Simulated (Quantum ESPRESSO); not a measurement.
# Ag under changes of volume

One of the cells (17.048 Å³/atom); the others are scaled copies at fixed shape and fractional positions:

```
CELL_PARAMETERS angstrom
0.00000 2.04275 2.04275
2.04275 0.00000 2.04275
2.04275 2.04275 0.00000
ATOMIC_POSITIONS crystal
Ag 0.00000 0.00000 0.00000
```

| Quantity | Value |
| --- | --- |
| Program | Quantum ESPRESSO 7.5 |
| Functional | WC |
| Potentials or basis | PseudoDojo 0.4 FR PBE stringent |
| Cutoff | 1116 eV |
| Density cutoff | 4463 eV |
| k mesh | 4 × 4 × 4 |
| Occupations | fermi-dirac, width 0.1 eV |
| Spin | non-collinear spin, ferromagnetic start, spin-orbit coupling |
| Starting moments | [[0.354, 0.354, 0.0]] μB |

```csv
volume (Å³/atom),energy over the lowest point (meV/atom),pressure (GPa)
16.025,21.01,7.6
16.366,8.01,4.4
16.707,1.26,1.6
17.048,0.00,-0.9
17.389,3.90,-3.0
17.730,?,?
18.071,23.86,-6.5
```

Problem. What does the run at 17.730 Å³/atom give?

Solution. Energy over the lowest point 12.04 meV/atom; pressure -4.9 GPa.

Worked out: A Birch-Murnaghan fit of order 3 (a polynomial in V^(-2/3)) to the other rows has its minimum at 16.95 Å³/atom with B0 = V·E''(V) = 119 GPa and B' = 5.2. It gives 11.94 meV/atom at 17.730 Å³/atom, against the run's 12.04, and -dE/dV = -4.7 GPa, against -4.9.

Energies are extrapolated to zero smearing.

Caveats: all runs use coarse meshes; the potentials were made for another functional, which shifts forces and pressure; non-collinear GGA energies in this program can be off by tens of meV an atom and hang on the start.
